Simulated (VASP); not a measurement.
# BN: restarted molecular dynamics, 2 variants

BN, P6_3/mmc (no. 194), 8 atoms in the cell. PBE, molecular dynamics; PAW potentials N, B (PBE set).

| Restart from | Temperature at the end (K) | The same without a restart (K) | Potential energy at the end (eV/atom) | The same without a restart (eV/atom) | Electronic steps in the first step after the restart | Time (s) |
|---|---|---|---|---|---|---|
| CONTCAR with velocities, WAVECAR read | 311.0 | 311.0 | -8.74814 | -8.74814 | 4 | 188 |
| CONTCAR with velocities, no WAVECAR | 311.0 | 311.0 | -8.74814 | -8.74814 | 14 | 201 |

Limits: 60 fs of 8 atoms are too short for converged averages; the cell is only 2.5 Å across, so each atom moves in step with near copies of itself.

## Input of the first row

INCAR.step1:
```
GGA      = PE             # functional
PREC     = Normal         # precision mode
ENCUT    = 400            # plane-wave cutoff, eV
EDIFF    = 1E-6           # SCF threshold, eV
NELMIN   = 4            
NELM     = 60             # most SCF steps
ALGO     = Normal         # electronic algorithm
LREAL    = Auto         
LASPH    = True           # aspherical terms in the spheres
ISMEAR   = 0              # smearing method
SIGMA    = 0.05           # smearing width, eV
ISYM     = 0            
LWAVE    = True           # write WAVECAR
LCHARG   = False          # write CHGCAR
IBRION   = 0              # ionic algorithm
NSW      = 30             # ionic steps
POTIM    = 1.0            # step
TEBEG    = 600          
ISIF     = 2              # what is computed and relaxed
RANDOM_SEED= 793836 0 0   
MDALGO   = 1            
ANDERSEN_PROB= 0.0          
KPAR     = 2             
```

INCAR.step2, as INCAR.step1 but for:
```
- LWAVE = True
+ LWAVE = False
```

KPOINTS:
```
k-points
0
Gamma
  4 3 2
```

POSCAR.step1:
```
BN
1.0
    2.4982400000      0.0000000000      0.0000000000
    0.0000000000      4.3270786096      0.0000000000
    0.0000000000      0.0000000000      6.6357000000
N B
4 4
Direct
    0.5000000001      0.1666666666      0.2500000000
    0.0000000001      0.6666666666      0.2500000000
    0.0000000000      0.3333333333      0.7500000000
    0.5000000000      0.8333333333      0.7500000000
    0.5000000001      0.1666666666      0.7500000000
    0.0000000001      0.6666666666      0.7500000000
    0.0000000000      0.3333333333      0.2500000000
    0.5000000000      0.8333333333      0.2500000000
```

Commands (each step's output is kept before the next begins):
```
cat potpaw_PBE.64/N/POTCAR potpaw_PBE.64/B/POTCAR > POTCAR
cp INCAR.step1 INCAR
cp POSCAR.step1 POSCAR
mpirun -np 2 vasp_std > vasp.out
cp CONTCAR POSCAR
cp INCAR.step2 INCAR
mpirun -np 2 vasp_std > vasp.out
```

Changes of the last row against the first:
```
(step 1)
- LWAVE = True
+ LWAVE = False
```

VASP 6.6.1 took 188 s on 2 cores (Intel Xeon Platinum 8259CL @ 2.50GHz (Skylake/Cascade Lake)), a shared host.
